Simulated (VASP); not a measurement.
Wanted: an ASE script for a VASP 6.6.1 run.

```
Task                   : band structure
Functional             : PBEsol
Potentials or basis    : VASP PAW PBE potentials, release 64 (Co, O)
Cutoff                 : 520 eV
k mesh                 : 11 × 11 × 11
Occupations            : gaussian, width 0.01 eV
Spin                   : collinear spin, random start
Starting moments       : [-0.76, 0.0] μB
Fixed moment           : 4 μB
Hubbard terms          : Co d U = 8 eV, J = 1.0 eV
LDAUTYPE               : 2
Hund's J               : 1
Further INCAR settings : ALGO = Normal; EDIFF = 1.00e-07; ISYM = 0
```

CoO:

```
Co O
1.0
     1.50547    0.86918    2.43993
    -1.50547    0.86918    2.43993
     0.00000   -1.73837    2.43993
Co O
1 1
Direct
  0.00000 0.00000 0.00000
  0.50000 0.50000 0.50000
```

The cell is a database's computed one.

One way to write it, as run:

run.py

```python
from ase import Atoms
from ase.calculators.vasp import Vasp
from ase.dft.bandgap import bandgap

atoms = Atoms(
    ['Co', 'O'],
    cell=[[1.5054695445, 0.8691832468, 2.4399269062], [-1.5054695445, 0.8691832468, 2.4399269062], [0.0, -1.7383664936, 2.4399269062]],
    scaled_positions=[[0.0, 0.0, 0.0], [0.5, 0.5, 0.5]],
    pbc=True,
)
atoms.set_initial_magnetic_moments([-0.76, 0.0])
calc = Vasp(
    directory='calc',
    xc='pbesol',
    pp='PBE',
    setups='recommended',
    prec='Accurate',
    encut=520,
    ediff=1e-07,
    ismear=0,
    sigma=0.01,
    lreal=False,
    lasph=True,
    nelm=150,
    algo='Normal',
    isif=2,
    lwave=False,
    lcharg=True,
    ispin=2,
    lorbit=11,
    nupdown=4,
    lmaxmix=4,
    ldautype=2,
    ldauprint=1,
    ldau_luj={'Co': {'L': 2, 'U': 8, 'J': 1.0}},
    kpts=[11, 11, 11],
    gamma=True,
)
atoms.calc = calc

print('energy (eV):', atoms.get_potential_energy())
print('free energy (eV):', atoms.get_potential_energy(force_consistent=True))
efermi = calc.get_fermi_level()
print('Fermi level (eV):', efermi)
path = atoms.cell.bandpath(npoints=40, eps=1e-4)
print('path:', path.path)
calc.set(kpts=path.kpts, reciprocal=True, icharg=11, isym=0, lcharg=False)
calc.calculate(atoms)
print('gap on the path (eV):', bandgap(calc, efermi=efermi)[0])
print('direct gap on the path (eV):', bandgap(calc, efermi=efermi, direct=True)[0])
```

Potentials or basis: VASP PAW PBE potentials, release 64 (Co, O).

Run with:

```sh
$ python run.py
```

It gave:

The net moment is 4.00 μB per cell.

Caveat: the log is that of the step along the path at fixed density, whose energy, stress, charges and moments have no meaning; the moment is held away from its start; the total moment is fixed, so each spin has its own Fermi level; a cell with one magnetic atom can't hold antiferromagnetic order, which such compounds often take.

It took 79 s on 1 thread of Intel(R) Xeon(R) Platinum 8488C (Sapphire Rapids), on a shared host, peak memory 0.15 GiB.
